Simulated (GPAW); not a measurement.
Input of a GPAW 26.7.0 run:

run.py

```python
import numpy as np
from ase.dft.bandgap import bandgap
from ase.io import write
from ase.spacegroup import crystal
from ase.units import GPa
from gpaw import GPAW, PW
from gpaw.spinorbit import soc_eigenstates

# Ga 4a
# P 4c
atoms = crystal(['Ga', 'P'],
                basis=[[0.0, 0.0, 0.0],
                       [0.25, 0.25, 0.25]],
                spacegroup=216, setting=1,  # F-43m
                cellpar=[5.4505, 5.4505, 5.4505, 90.0, 90.0, 90.0],
                primitive_cell=True)

calc = GPAW(mode=PW(600),
            xc='MGGA_X_R4SCAN+MGGA_C_R2SCAN',
            kpts={'size': (8, 8, 8), 'gamma': True},
            occupations={'name': 'fermi-dirac', 'width': 0.05},
            nbands=11,
            convergence={'density': 1e-05, 'energy': 1e-05},
            maxiter=150,
            txt='gpaw.txt')
atoms.calc = calc
energy = atoms.get_potential_energy()
forces = atoms.get_forces()
stress = atoms.get_stress()
calc.write('gs.gpw')
write('result.traj', atoms)
print(f'Energy: {energy:.6f} eV')
print('Forces (eV/A):')
print(forces.round(4))
print('Stress (GPa):', (stress / GPa).round(3))
print('Fermi level:', round(calc.get_fermi_level(), 4), 'eV')
print(f'Gap: {bandgap(calc)[0]:.4f} eV, direct: {bandgap(calc, direct=True)[0]:.4f} eV')

path = atoms.cell.bandpath('GXWKGLUWLK,UX', npoints=80, eps=1e-4)
bs_calc = calc.fixed_density(kpts=path, symmetry='off', nbands=21,
                             convergence={'bands': 'CBM+6.0', 'eigenstates': 1e-6}, txt='bands.txt')
bs = bs_calc.band_structure()
bs.write('bs.json')
print(f'Gap on the path: {bandgap(bs_calc)[0]:.4f} eV')

soc = soc_eigenstates(bs_calc, theta=90, phi=45, ignore_xc_potential=True)
np.savetxt('soc_bands.dat', soc.eigenvalues(), fmt='%.4f')
mesh = soc_eigenstates('gs.gpw', theta=90, phi=45, ignore_xc_potential=True)
np.savetxt('soc_mesh.dat', mesh.eigenvalues(), fmt='%.4f')
print('Fermi level with spin-orbit coupling:', round(mesh.fermi_level, 4), 'eV')
```

Potentials or basis: GPAW PAW data sets (gpaw-data 1.2.1), pw.

Launch:

```sh
$ OMP_NUM_THREADS=1 python run.py
```

Question: What does it give for the pressure?

Answer: 1.0 GPa.

Question: Predict the band gap along the path.

Answer: 1.82 eV, indirect (least direct gap 2.31 eV).

Question: Predict the band gap on the k mesh.

Answer: 1.86 eV, indirect (least direct gap 2.31 eV).

Levels at the corners of the path, in eV from the valence-band top:
| point | band 5 | band 6 | band 7 | band 8 | band 9 | band 10 | band 11 | band 12 |
| --- | --- | --- | --- | --- | --- | --- | --- | --- |
| Γ | 0.00 | 0.00 | 0.00 | 0.00 | 2.31 | 2.31 | 4.04 | 4.04 |
| X | -2.83 | -2.83 | -2.81 | -2.81 | 1.87 | 1.87 | 2.06 | 2.06 |
| W | -3.77 | -3.74 | -3.58 | -3.53 | 5.03 | 5.03 | 5.28 | 5.31 |
| K | -4.12 | -4.10 | -2.38 | -2.37 | 2.44 | 2.44 | 5.17 | 5.17 |
| Γ | 0.00 | 0.00 | 0.00 | 0.00 | 2.31 | 2.31 | 4.04 | 4.04 |
| L | -1.23 | -1.23 | -1.16 | -1.16 | 2.00 | 2.00 | 4.98 | 4.98 |
| U | -4.12 | -4.10 | -2.38 | -2.37 | 2.44 | 2.44 | 5.17 | 5.17 |
| W | -3.77 | -3.74 | -3.58 | -3.53 | 5.03 | 5.03 | 5.28 | 5.31 |
| L | -1.23 | -1.23 | -1.16 | -1.16 | 2.00 | 2.00 | 4.98 | 4.98 |
| K | -4.12 | -4.10 | -2.38 | -2.37 | 2.44 | 2.44 | 5.17 | 5.17 |
| U | -4.12 | -4.10 | -2.38 | -2.37 | 2.44 | 2.44 | 5.17 | 5.17 |
| X | -2.83 | -2.83 | -2.81 | -2.81 | 1.87 | 1.87 | 2.06 | 2.06 |

Caveat: spin-orbit coupling was added after a scalar SCF, so levels and gaps hold it while energy, forces, pressure and moments don't; this program's spin-orbit splittings come out too wide for heavy elements; the PAW data sets were made with another functional, which shifts forces and pressure a little.

**What was measured.**

“Stacking defects in GaP nanowires: Electronic structure and optical properties”, 2018, arxiv:1810.01194 quotes, for a bulk crystal of GaP at 10 K: band gap 2.34 eV (indirect).

Measured gap of GaP: 2.34 eV (indirect; 10 K; quoted in “Stacking defects in GaP nanowires: Electronic structure and optical properties”, 2018, arxiv:1810.01194). This calculation gives 1.82 eV (-0.52 eV). The value is that of r4SCAN, without temperature or zero-point motion.
